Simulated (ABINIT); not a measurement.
Runs of ABINIT 10.8.3 (patched build) on TiO2 (Anatase). The structure is tetragonal, space group I4_1/amd (No. 141). The conventional cell has a = 3.784 Å, b = 3.784 Å, c = 9.515 Å, α = 90.00°, β = 90.00°, γ = 90.00°. Around Ti (site symmetry -4m2) lie 6 O at 1.93 to 1.98 Å. O (site symmetry 2mm) is surrounded by 3 Ti at 1.93 to 1.98 Å. 

| task | level | potentials or basis | cell | k mesh | cell freedom (optcell) | cutoff smearing ecutsm (Ha) | optimiser (ionmov) | force stop (Ha/bohr) | mesh quality | gap on the mesh (eV) | pressure (GPa) | relaxed volume (Å³/atom) | largest force (eV/Å) |
| --- | --- | --- | --- | --- | --- | --- | --- | --- | --- | --- | --- | --- | --- |
| single point | PBE | JTH PAW PBE v2.0 | as given | 4 × 4 × 4 | - | - | - | - | coarse | 2.16 | 5.5 | - | 0.12 |
| relaxation of cell and atoms | LDA | JTH PAW LDA v2.0 | relaxed | 6 × 6 × 6 | 2 | 0.5 | 2 | 0.0002 | not flagged | 2.13 | 0.0 | 11.05 | - |
| single point | PBEsol | JTH PAW PBE v2.0 | as given | 4 × 4 × 4 | - | - | - | - | coarse | 2.11 | (b) | - | 0.01 |
| single point | PBE | JTH PAW PBE v2.0 | as given | 10 × 10 × 10 | - | - | - | - | not flagged | 2.13 | 5.5 | - | (a) |
| relaxation of cell and atoms | PBEsol | JTH PAW PBE v2.0 | relaxed | 5 × 5 × 5 | 2 | 0.5 | 2 | 5e-05 | coarse | 2.11 | 0.0 | 11.36 | - |

Alike in all rows: no spin polarisation; cutoff (eV) 626; smearing fermi-dirac 0.05 eV.

Task: Estimate the missing entries.

Result: (a) 0.11; (b) -0.4.

Caveats: some runs use coarse meshes; the PAW data sets were made with another functional, which shifts forces and pressure a little (some runs); an odd mesh through Γ misses points on the zone boundary, where band edges often lie (some runs).

Not every run made on this cell is shown here.
